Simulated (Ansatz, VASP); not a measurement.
## Two plane-wave programs on SnO2

```xyz
24
Lattice="-4.7684 4.7684 0.0000 -4.7684 -4.7684 0.0000 4.7684 0.0000 6.4248" Properties=species:S:1:pos:R:3 pbc="T T T"
Sn   -2.3842    2.3842    1.6062
Sn   -2.3842    2.3842    4.8186
Sn   -2.3842   -2.3842    1.6062
Sn   -2.3842   -2.3842    4.8186
Sn   -4.7684   -4.7684    0.0000
Sn    0.0000    0.0000    3.2124
Sn   -4.7684    0.0000    0.0000
Sn   -4.7684    0.0000    3.2124
O    -3.8446    3.8446    1.6062
O     0.9239   -0.9239    4.8186
O    -3.8446   -0.9239    1.6062
O    -3.8446   -0.9239    4.8186
O    -0.9239    0.9239    1.6062
O    -0.9239    0.9239    4.8186
O    -5.6923    0.9239    1.6062
O    -0.9239   -3.8446    4.8186
O    -3.3081    1.4604    0.0000
O    -3.3081    1.4604    3.2124
O    -3.3081   -3.3081    0.0000
O    -3.3081   -3.3081    3.2124
O    -6.2288   -1.4604    0.0000
O    -1.4604    3.3081    3.2124
O    -1.4604   -1.4604    0.0000
O    -1.4604   -1.4604    3.2124
```

Alike in both runs: task single point; functional PBEsol; k mesh 3 × 3 × 3; occupations gaussian, width 0.02 eV; no spin polarisation.

|  | VASP | Ansatz |
| --- | --- | --- |
| version | VASP 6.6.1 | Ansatz 0.2.0 |
| potentials or method | VASP PAW PBE potentials, release 64 (Sn_d, O) | scalar-relativistic, plane waves, PAW |
| plane-wave cutoff (eV) | 520 | 420 |
| valence electrons in the cell | 208 | 208 |

```csv
,VASP,Ansatz,Ansatz less VASP
gap on the k mesh at the Fermi level (eV),0.91,0.92,+0.006
least direct gap on the mesh (eV),0.91,0.92,+0.006
pressure (GPa),0.6,0.0,-0.63
largest component of the traceless stress (GPa),0.14,0.05,-0.096
rms of the force components (eV/Å),0.006,0.002,-0.0041
```

Atom by atom the forces differ by 0.008 eV/Å (rms over components). The functional is the same, so the differences come from potentials, cutoffs and numerics.

Caveats: the PAW data sets were made with another functional, which shifts forces and pressure a little (VASP); spin-orbit coupling is left out, which moves the levels of the heavy elements.
